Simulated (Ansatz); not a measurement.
**Equation of state of CsPbCl3 under r2SCAN**

```yaml
crystal:
  lattice:
    - [5.60500, 0.00000, 0.00000]
    - [0.00000, 5.60500, 0.00000]
    - [0.00000, 0.00000, 5.60500]
  atoms:
    - { symbol: Pb, position: [0.50000, 0.50000, 0.50000] }
    - { symbol: Cs, position: [0.00000, 0.00000, 0.00000] }
    - { symbol: Cl, position: [0.50000, 0.00000, 0.50000] }
    - { symbol: Cl, position: [0.00000, 0.50000, 0.50000] }
    - { symbol: Cl, position: [0.50000, 0.50000, 0.00000] }
```

The cell was scaled at fixed shape and fractions and run with Ansatz, Ansatz PAW, cutoff 500 eV; r2SCAN, k mesh 5 × 5 × 5 on the cell of 5 atoms, fermi-dirac occupations of 0.05 eV, spin-orbit coupling, no magnetisation. The potentials were made for PBE. Energies are those that the program minimises, any entropy of the smearing included.

| V (Å³/atom) | energy over the lowest row (meV/atom) |
| --- | --- |
| 33.1043 | 25.87 |
| 33.8087 | 15.07 |
| 34.5130 | 7.40 |
| 35.2174 | ? |
| 35.9217 | 0.13 |
| 36.6261 | 0.00 |
| 37.3304 | 1.88 |

Question: Fit the third-order Birch-Murnaghan form, give V0, B0 and B′, and predict the energy left open.

Answer: With y = (V0/V)^(2/3), E = E0 + (9 V0 B0/16) [(y - 1)³ B′ + (y - 1)² (6 - 4y)]. Least squares through the rows shown give V0 = 36.3152 Å³/atom, E0 = -0.20 meV, B0 = 24.77 GPa (1 eV/Å³ = 160.218 GPa) and B′ = 4.59, with a largest miss of 0.01 meV. At V = 35.2174 the form with these constants gives 2.52 meV; the run gave 2.51 meV an atom.
